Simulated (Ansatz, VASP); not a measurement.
Cs: VASP beside Ansatz

File INCAR:

```
  ALGO = Normal
  EDIFF = 1E-6
  ENCUT = 520
  ISIF = 2
  ISMEAR = 1
  LASPH = True
  LCHARG = False
  LREAL = False
  LWAVE = False
  NBANDS = 10
  NELM = 60
  PREC = Accurate
  SIGMA = 0.3
```

KPOINTS

```
k-points
0
Gamma
  8 8 8
```

POSCAR

```
Cs
1.0
   -2.8840810378      2.8840810378      2.8840810378
    2.8840810378     -2.8840810378      2.8840810378
    2.8840810378      2.8840810378     -2.8840810378
Cs
1
Direct
    0.0000000000      0.0000000000      0.0000000000
```

Input for Ansatz:

```yaml
crystal:
  lattice:
    - [-2.8840810378, 2.8840810378, 2.8840810378]
    - [2.8840810378, -2.8840810378, 2.8840810378]
    - [2.8840810378, 2.8840810378, -2.8840810378]
  atoms:
    - { symbol: Cs, position: [0.0, 0.0, 0.0] }
hamiltonian:
  xc: lda
  pseudopotentials:
    kind: paw
    azcp:
      Cs: "pseudopotentials/Cs.paw.azcp"
basis:
  ecutwfc: 420
  fft_grid_basis: typed
kpoints:
  mp_grid: { grid: [8, 8, 8], shift: [0, 0, 0] }
magnetization:
  spin_polarized: false
scf:
  occupations: { method: methfessel_paxton, width: 0.3 }
  lower_state_search: "off"
output:
  stress: true
```

Alike in both runs: task single point; functional LDA; k mesh 8 × 8 × 8; occupations methfessel-paxton of order 1, width 0.3 eV; no spin polarisation.

|  | VASP | Ansatz |
| --- | --- | --- |
| version | VASP 6.6.1 | Ansatz 0.2.0 |
| potentials or method | VASP PAW LDA potentials, release 64 (Cs_sv) | plane waves (420 eV) with PAW, scalar-relativistic |
| plane-wave cutoff (eV) | 520 | 420 |
| valence electrons in the cell | 9 | 9 |

```csv
,VASP,Ansatz,Ansatz less VASP
pressure (GPa),0.0,0.0,+0.01
```

Ansatz warned: «pseudo_functional_mismatch».

Spin-orbit coupling is left out, which matters for the levels of Cs.
